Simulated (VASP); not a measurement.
A run of VASP 6.6.1 is set up as follows.

INCAR

```
SYSTEM = CaS3
PREC = Accurate
ENCUT = 520
EDIFF = 1E-6
ISMEAR = 0
SIGMA = 0.1
LREAL = .FALSE.
LASPH = .TRUE.
NELM = 100
ALGO = Fast
ISIF = 2
LWAVE = .FALSE.
LCHARG = .FALSE.
GGA = PE
NBANDS = 22
```

The input KPOINTS:

```
Automatic mesh
0
G
  12 10 10
  0 0 0
```

File POSCAR:

```
CaS3
1.0
    3.7157926098      0.0000000000      0.0000000000
    0.0000000000      4.5427591454      0.0000000000
    0.0000000000      0.0000000000      5.3406311231
Ca S
1 3
Direct
    0.5000000000      0.5000000000      0.5000000000
    0.0000000000      0.7186989420      0.0000000000
    0.0000000000      0.2813010580      0.0000000000
    0.0000000000      0.0000000000      0.5000000000
```

Potentials or basis: VASP PAW PBE potentials, release 64 (Ca_sv, S).

Run with:

```sh
$ cat potpaw_PBE.64/Ca_sv/POTCAR potpaw_PBE.64/S/POTCAR > POTCAR
$ mpirun -np 1 vasp_std > vasp.out
```

**Question.** Estimate the largest force.

**Answer.** 0.185 eV/Å.

**Question.** Predict the band gap on the k mesh.

**Answer.** None (metal or under the smearing width).

Forces on the atoms (eV/Å):
```
Ca   0.000  0.000  0.000
S    0.000 -0.185  0.000
S    0.000  0.185  0.000
S    0.000  0.000  0.000
```
